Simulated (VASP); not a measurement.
A run of VASP 6.6.1 is set up as follows.

Contents of INCAR:

```
SYSTEM = LiF
PREC = Accurate
ENCUT = 600
EDIFF = 1E-7
ISMEAR = 0
SIGMA = 0.02
LREAL = .FALSE.
LASPH = .TRUE.
NELM = 100
ALGO = Normal
ISIF = 3
LWAVE = .FALSE.
LCHARG = .FALSE.
GGA = PE
IBRION = 2
NSW = 100
EDIFFG = -0.01
```

File KPOINTS:

```
Automatic mesh
0
G
  8 8 6
  0 0 0
```

POSCAR

```
LiF
1.0
    2.6950672281      0.0000000000      0.0000000000
    0.0000000000      2.6950672281      0.0000000000
    0.0000000000      0.0000000000      4.4518834996
Li F
1 1
Direct
    0.0000000000      0.0000000000      0.0000000000
    0.5000000000      0.5000000000      0.0000000000
```

Potentials or basis: VASP PAW PBE potentials, release 64 (Li_sv, F).

Command:

```bash
$ cat potpaw_PBE.64/Li_sv/POTCAR potpaw_PBE.64/F/POTCAR > POTCAR
$ mpirun -np 1 vasp_std > vasp.out
```

Task: Predict the relaxed volume.

Result: 14.06 Å³/atom.

Task: What does it give for the band gap on the k mesh?

Result: 5.96 eV, indirect (least direct gap 6.33 eV).

Stress tensor (GPa, compression positive):
```
-0.10  0.00  0.00
 0.00 -0.10  0.00
 0.00  0.00  0.04
```

Caveat: the cutoff is under 1.25 times the usual one of these potentials, so pressure, stress and relaxed cells hold a basis-set (Pulay) error. A k mesh can miss the band edges.
